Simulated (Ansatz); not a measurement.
Isolated molecules relaxed with PBE0-D4/def2-TZVP in Ansatz; ΔE leaves out vibrations. CBS: MP2 limit from def2 TZ/QZ plus the TZ coupled-cluster correction, frozen cores. This one scheme is used for every species. def2 core potentials past Kr. For Sn outer-core shells are correlated without core-valence functions, which leaves a few kJ/mol of doubt a bond. Each species was taken in one conformer, which may not be the lowest.

Reaction (formal exchange of groups at a C–Sn bond): `C[CH2][SnH]([F])[F]` + `c1c[nH]cn1` → `CCc1ncc[nH]1` + `[F][SnH2][F]`

`C[CH2][SnH]([F])[F]`:

```xyz
11

C    -0.108   -1.176    0.879
C    -0.299   -0.642   -0.534
Sn    0.225    1.414   -0.656
F    -0.807    2.302    0.698
F     2.013    1.544    0.028
H    -0.728   -0.640    1.599
H    -0.381   -2.234    0.927
H     0.930   -1.086    1.205
H     0.320   -1.175   -1.259
H    -1.337   -0.729   -0.865
H     0.171    2.422   -2.023
```

`c1c[nH]cn1`:

```xyz
9

C     0.700   -0.985    0.233
C     0.617   -0.076   -0.782
N    -0.389    0.776   -0.414
C    -0.860    0.352    0.784
N    -0.224   -0.709    1.202
H     1.375   -1.822    0.317
H     1.163    0.040   -1.703
H    -0.717    1.569   -0.937
H    -1.665    0.854    1.301
```

`CCc1ncc[nH]1`:

Cartesian coordinates in Å:
```
C 0.514 -0.162 -2.116
C 0.174 -1.058 -0.927
C -0.248 -0.288 0.272
N -1.480 0.024 0.592
C -1.395 0.779 1.730
C -0.093 0.929 2.107
N 0.629 0.243 1.166
H 1.346 0.507 -1.885
H -0.346 0.454 -2.385
H 0.794 -0.760 -2.986
H -0.651 -1.723 -1.188
H 1.031 -1.693 -0.679
H -2.275 1.169 2.217
H 0.372 1.437 2.935
H 1.628 0.141 1.146
```

`[F][SnH2][F]`:

```xyz
5

F    -1.375    1.057   -0.545
Sn   -0.011   -0.107    0.110
F     1.516    0.381   -0.927
H    -0.438   -1.680   -0.346
H     0.307    0.349    1.708
```

```tsv
species	CCSD(T)/CBS(def2) energy (Eh)
`C[CH2][SnH]([F])[F]`	-493.39757
`c1c[nH]cn1`	-225.95095
`CCc1ncc[nH]1`	-304.48018
`[F][SnH2][F]`	-414.86106
```

Question: Work out ΔE.

Answer: ΔE = (-304.48018) + (-414.86106) − (-493.39757) − (-225.95095) = 0.00728 Eh = +19.1 kJ/mol.

Largest T1 diagnostic among the species: 0.014.

At CCSD(T), def2-SVP lies −19.5 kJ/mol from the extrapolated value and def2-TZVPP −4.5 kJ/mol. In def2-TZVPP, CCSD(T) changes the Hartree–Fock value by +10.6 kJ/mol (the triples alone add +0.9 kJ/mol) and MP2 by +13.4 kJ/mol. From BLYP to BHLYP (50 % exact exchange), in def2-TZVPP and without D4, ΔE moves by −9.3 kJ/mol.
